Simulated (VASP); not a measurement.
# CoO (P3m1) in VASP: further runs, part 2 of 2

VASP 6.6.1.

### Step 4. Single point, PBE, collinear spin, ferromagnetic start

File INCAR:

```
ADDGRID = F ; ALGO = Normal
EDIFF = 0.001 ; ENCUT = 450
GGA = PE ; ISIF = 2
ISMEAR = 0 ; ISPIN = 2
LASPH = T ; LCHARG = F
LMAXMIX = 4 ; LORBIT = 11
LREAL = F ; LWAVE = F
MAGMOM = 2 2 0 0 ; NELM = 100
PREC = Accurate ; SIGMA = 0.05
```

File KPOINTS:

```
k-points
0
Gamma
  4 4 2
```

File POSCAR:

```
CoO
1.0
    3.1976457435      0.0000000000      0.0000000000
   -1.5988228718      2.7692424462      0.0000000000
    0.0000000000      0.0000000000      5.2287097100
Co O
2 2
Direct
    0.3333333333      0.6666666667      0.5033624100
    0.0000000000      0.0000000000      0.0034741400
    0.3333333333      0.6666666667      0.8715556000
    0.0000000000      0.0000000000      0.3716088500
```

Potentials or basis: VASP PAW PBE potentials, release 64 (Co, O).

On the command line:

```sh
> cat potpaw_PBE.64/Co/POTCAR potpaw_PBE.64/O/POTCAR > POTCAR
> mpirun -np 1 vasp_std > vasp.out
```

OUTCAR:

```text
EDIFF = 0.001
   ENCUT = 450
   GGA = PE
   ISIF = 2
   ISMEAR = 0
   ISPIN = 2
   LASPH = T
   LORBIT = 11
   LREAL = F
   NELM = 100
   PREC = Accurate

 Found      8 irreducible k-points:

 Following reciprocal coordinates:
            Coordinates               Weight
  0.000000  0.000000  0.000000      1.000000
  0.250000  0.000000  0.000000      6.000000
  0.500000  0.000000  0.000000      3.000000
  0.250000  0.250000  0.000000      6.000000
  0.000000  0.000000  0.500000      1.000000
  0.250000  0.000000  0.500000      6.000000
   k-points           NKPTS =      8   k-points in BZ     NKDIM =      8   number of bands    NBANDS=     21
   number of dos      NEDOS =    301   number of ions     NIONS =      4
   total plane-waves  NPLWV =  20736
   dimension x,y,z NGX =    24 NGY =   24 NGZ =   36
   dimension x,y,z NGXF=    48 NGYF=   48 NGZF=   72
   ions per type =               2   2
   NGX,Y,Z   is equivalent  to a cutoff of  12.48, 12.48, 11.45 a.u.
   NGXF,Y,Z  is equivalent  to a cutoff of  24.96, 24.96, 22.89 a.u.
[... 364 lines left out ...]

  FORCE on cell =-STRESS in cart. coord.  units (eV):
  Direction    XX          YY          ZZ          XY          YZ          ZX
  --------------------------------------------------------------------------------------
  -------------------------------------------------------------------------------------
  Total        0.4947267      0.4947267      0.9340091     -0.0000000     -0.0000000      0.0000000
  in kB       17.1194618     17.1194618     32.3203336     -0.0000000     -0.0000000      0.0000000
  external PRESSURE =      22.1864190 kB  Pullay stress =       0.0000000 kB

 VOLUME and BASIS-vectors are now :
 -----------------------------------------------------------------------------
  energy-cutoff  :      450.00
  volume of cell :       46.30
      direct lattice vectors                 reciprocal lattice vectors
     3.197645743  0.000000000  0.000000000     0.312730077  0.180554794  0.000000000
    -1.598822872  2.769242446  0.000000000     0.000000000  0.361109588  0.000000000
     0.000000000  0.000000000  5.228709710     0.000000000  0.000000000  0.191251773

 POSITION                                       TOTAL-FORCE (eV/Angst)
 -----------------------------------------------------------------------------------
     -0.00000      1.84616      2.63194         0.000000      0.000000     -0.244381
      0.00000      0.00000      0.01817        -0.000000     -0.000000     -0.251079
     -0.00000      1.84616      4.55711         0.000000      0.000000      0.252150
      0.00000      0.00000      1.94303         0.000000     -0.000000      0.243310
 -----------------------------------------------------------------------------------
    total drift:                                0.000000     -0.000001      0.003461

  FREE ENERGIE OF THE ION-ELECTRON SYSTEM (eV)
  ---------------------------------------------------
  free  energy   TOTEN  =       -26.6027237019 eV

  energy  without entropy=      -26.5993680496  energy(sigma->0) =      -26.60104588

 total charge

# of ion       s       p       d       tot
------------------------------------------
    1        0.348   0.436   7.189   7.972
    2        0.348   0.435   7.187   7.970
    3        1.561   3.453   0.000   5.013
    4        1.560   3.453   0.000   5.013
--------------------------------------------------
tot          3.816   7.777  14.376  25.970

 magnetization (x)

# of ion       s       p       d       tot
------------------------------------------
    1        0.017   0.059   2.425   2.501
    2        0.018   0.059   2.426   2.503
    3        0.022   0.290   0.000   0.312
    4        0.022   0.290   0.000   0.312
--------------------------------------------------
tot          0.079   0.699   4.850   5.628
```

OSZICAR:

```text
N       E                     dE             d eps       ncg     rms          rms(c)
DAV:   1     0.240761833994E+03    0.24076E+03   -0.13000E+04   672   0.150E+03
DAV:   2    -0.236690402002E+01   -0.24313E+03   -0.22540E+03   692   0.349E+02
DAV:   3    -0.311140365376E+02   -0.28747E+02   -0.27261E+02   777   0.138E+02
DAV:   4    -0.319805241047E+02   -0.86649E+00   -0.86336E+00   707   0.270E+01
DAV:   5    -0.320085285061E+02   -0.28004E-01   -0.27999E-01   902   0.428E+00    0.246E+01
DAV:   6    -0.304209483721E+02    0.15876E+01   -0.63328E+01   911   0.117E+02    0.314E+01
DAV:   7    -0.263467472010E+02    0.40742E+01   -0.16270E+01   860   0.954E+01    0.110E+01
DAV:   8    -0.266749640672E+02   -0.32822E+00   -0.30353E+00   746   0.139E+01    0.702E+00
DAV:   9    -0.265230381509E+02    0.15193E+00   -0.13000E+00  1148   0.149E+01    0.278E+00
DAV:  10    -0.266129699668E+02   -0.89932E-01   -0.23962E-01   920   0.662E+00    0.168E+00
DAV:  11    -0.266163449581E+02   -0.33750E-02   -0.18129E-01  1059   0.700E+00    0.179E+00
DAV:  12    -0.266024990480E+02    0.13846E-01   -0.11927E-01  1047   0.567E+00    0.368E-01
DAV:  13    -0.266027237019E+02   -0.22465E-03   -0.86463E-03   824   0.124E+00
   1 F= -.26602724E+02 E0= -.26601046E+02  d E =-.335565E-02  mag=     5.8688
```

Wall time 17 s (1 thread of Intel Xeon Platinum 8375C at 2.90GHz (Ice Lake), shared host); peak memory 0.16 GiB.

These settings aren't checked as converged: the numbers below hold their error.

Results:

```
Free energy                                           : -26.6027 eV
Largest force                                         : 0.252 eV/Å
Band gap on the k mesh                                : none (metal or under the smearing width)
Net moment                                            : 5.88 μB per cell
Site moments                                          : Co +2.50; O +0.31 μB
Valence electrons inside the program's atomic spheres : Co 7.97; O 5.01
```

Caveat: the k mesh is coarse (spacing up to 0.60 Å⁻¹), so the values aren't converged; the cutoff is under 1.25 times the usual one of these potentials, so pressure, stress and relaxed cells hold a basis-set (Pulay) error; semilocal functionals often make such compounds metallic where correlation or magnetic order opens a gap, which also shifts bond lengths.

### Step 5. Single point, PBE, collinear spin, ferromagnetic start

INCAR, as its differences from that of step 4:

```diff
@@ -1,3 +1,3 @@
 ADDGRID = F ; ALGO = Normal
-EDIFF = 0.001 ; ENCUT = 450
+EDIFF = 1E-4 ; ENCUT = 450
 GGA = PE ; ISIF = 2
```

KPOINTS is that of step 4.

POSCAR is that of step 4.

On the command line:

```sh
> cat potpaw_PBE.64/Co/POTCAR potpaw_PBE.64/O/POTCAR > POTCAR
> mpirun -np 1 vasp_std > vasp.out
```

It took 18 s on 1 thread of Intel Xeon Platinum 8375C at 2.90GHz (Ice Lake), shared host; peak memory 0.16 GiB.

These settings aren't checked as converged: the numbers below hold their error.

What came out:

* Free energy: -26.6028 eV
* Largest force: 0.249 eV/Å
* Band gap on the k mesh: none (metal or under the smearing width)
* Net moment: 5.87 μB per cell
* Site moments: Co +2.50; O +0.31 μB
* Valence electrons inside the program's atomic spheres: Co 7.97; O 5.01

Caveat: the k mesh is coarse (spacing up to 0.60 Å⁻¹), so the values aren't converged; the cutoff is under 1.25 times the usual one of these potentials, so pressure, stress and relaxed cells hold a basis-set (Pulay) error; semilocal functionals often make such compounds metallic where correlation or magnetic order opens a gap, which also shifts bond lengths.

### Step 6. Single point, PBE, collinear spin, ferromagnetic start

INCAR, as its differences from that of step 5:

```diff
@@ -1,3 +1,3 @@
 ADDGRID = F ; ALGO = Normal
-EDIFF = 1E-4 ; ENCUT = 450
+EDIFF = 1E-5 ; ENCUT = 450
 GGA = PE ; ISIF = 2
```

KPOINTS is that of step 5.

POSCAR is that of step 5.

Potentials or basis: VASP PAW PBE potentials, release 64 (Co, O).

On the command line:

```sh
> cat potpaw_PBE.64/Co/POTCAR potpaw_PBE.64/O/POTCAR > POTCAR
> mpirun -np 1 vasp_std > vasp.out
```

OUTCAR:

```text
EDIFF = 1E-5
   ENCUT = 450
   GGA = PE
   ISIF = 2
   ISMEAR = 0
   ISPIN = 2
   LASPH = T
   LORBIT = 11
   LREAL = F
   NELM = 100
   PREC = Accurate

 Found      8 irreducible k-points:

 Following reciprocal coordinates:
            Coordinates               Weight
  0.000000  0.000000  0.000000      1.000000
  0.250000  0.000000  0.000000      6.000000
  0.500000  0.000000  0.000000      3.000000
  0.250000  0.250000  0.000000      6.000000
[... 385 lines left out ...]
  energy-cutoff  :      450.00
  volume of cell :       46.30
      direct lattice vectors                 reciprocal lattice vectors
     3.197645743  0.000000000  0.000000000     0.312730077  0.180554794  0.000000000
    -1.598822872  2.769242446  0.000000000     0.000000000  0.361109588  0.000000000
     0.000000000  0.000000000  5.228709710     0.000000000  0.000000000  0.191251773

 POSITION                                       TOTAL-FORCE (eV/Angst)
 -----------------------------------------------------------------------------------
     -0.00000      1.84616      2.63194         0.000000     -0.000000     -0.248088
      0.00000      0.00000      0.01817        -0.000000     -0.000000     -0.254634
     -0.00000      1.84616      4.55711        -0.000000      0.000000      0.251672
      0.00000      0.00000      1.94303        -0.000000     -0.000000      0.251049
 -----------------------------------------------------------------------------------
    total drift:                               -0.000000     -0.000001     -0.003008

  FREE ENERGIE OF THE ION-ELECTRON SYSTEM (eV)
  ---------------------------------------------------
  free  energy   TOTEN  =       -26.6028327549 eV

  energy  without entropy=      -26.5994878258  energy(sigma->0) =      -26.60116029

 total charge

# of ion       s       p       d       tot
------------------------------------------
    1        0.348   0.436   7.188   7.972
    2        0.348   0.436   7.188   7.972
    3        1.560   3.451   0.000   5.012
    4        1.560   3.452   0.000   5.012
--------------------------------------------------
tot          3.817   7.775  14.376  25.968

 magnetization (x)

# of ion       s       p       d       tot
------------------------------------------
    1        0.017   0.059   2.425   2.502
    2        0.017   0.059   2.425   2.502
    3        0.022   0.290   0.000   0.312
    4        0.022   0.290   0.000   0.312
--------------------------------------------------
tot          0.079   0.700   4.850   5.629
```

OSZICAR:

```text
N       E                     dE             d eps       ncg     rms          rms(c)
DAV:   1     0.240761833994E+03    0.24076E+03   -0.13000E+04   672   0.150E+03
DAV:   2    -0.236690402002E+01   -0.24313E+03   -0.22540E+03   692   0.349E+02
DAV:   3    -0.311140365376E+02   -0.28747E+02   -0.27261E+02   777   0.138E+02
DAV:   4    -0.319805241047E+02   -0.86649E+00   -0.86336E+00   707   0.270E+01
DAV:   5    -0.320085285061E+02   -0.28004E-01   -0.27999E-01   902   0.428E+00    0.246E+01
DAV:   6    -0.304209483721E+02    0.15876E+01   -0.63328E+01   911   0.117E+02    0.314E+01
DAV:   7    -0.263467472010E+02    0.40742E+01   -0.16270E+01   860   0.954E+01    0.110E+01
DAV:   8    -0.266749640672E+02   -0.32822E+00   -0.30353E+00   746   0.139E+01    0.702E+00
DAV:   9    -0.265230381509E+02    0.15193E+00   -0.13000E+00  1148   0.149E+01    0.278E+00
DAV:  10    -0.266129699668E+02   -0.89932E-01   -0.23962E-01   920   0.662E+00    0.168E+00
DAV:  11    -0.266163449581E+02   -0.33750E-02   -0.18129E-01  1059   0.700E+00    0.179E+00
DAV:  12    -0.266025017945E+02    0.13843E-01   -0.11929E-01  1055   0.567E+00    0.368E-01
DAV:  13    -0.266027348376E+02   -0.23304E-03   -0.87338E-03   946   0.124E+00    0.137E-01
DAV:  14    -0.266027682929E+02   -0.33455E-04   -0.58457E-04   742   0.261E-01    0.109E-01
DAV:  15    -0.266027808044E+02   -0.12511E-04   -0.21431E-04   757   0.130E-01    0.753E-02
DAV:  16    -0.266028227557E+02   -0.41951E-04   -0.74194E-05   667   0.951E-02    0.318E-02
DAV:  17    -0.266028327549E+02   -0.99991E-05   -0.26901E-05   449   0.607E-02
   1 F= -.26602833E+02 E0= -.26601160E+02  d E =-.334493E-02  mag=     5.8750
```

stdout:

```text
POSCAR found type information on POSCAR CoO
 POSCAR found :  2 types and       4 ions
 scaLAPACK will be used
 LDA part: xc-table for (Slater+PW92), standard interpolation
 POSCAR, INCAR and KPOINTS ok, starting setup
 FFT: planning ... GRIDC
 FFT: planning ... GRID_SOFT
 FFT: planning ... GRID
 WAVECAR not read
 entering main loop
```

Run time: 20 s. Hardware: 1 thread of Intel Xeon Platinum 8375C at 2.90GHz (Ice Lake), shared host; peak memory 0.16 GiB.

These settings aren't checked as converged: the numbers below hold their error.

Results:

* Free energy: -26.6028 eV
* Largest force: 0.255 eV/Å
* Band gap on the k mesh: none (metal or under the smearing width)
* Net moment: 5.87 μB per cell
* Site moments: Co +2.50; O +0.31 μB
* Valence electrons inside the program's atomic spheres: Co 7.97; O 5.01

Caveat: the k mesh is coarse (spacing up to 0.60 Å⁻¹), so the values aren't converged; the cutoff is under 1.25 times the usual one of these potentials, so pressure, stress and relaxed cells hold a basis-set (Pulay) error; semilocal functionals often make such compounds metallic where correlation or magnetic order opens a gap, which also shifts bond lengths.
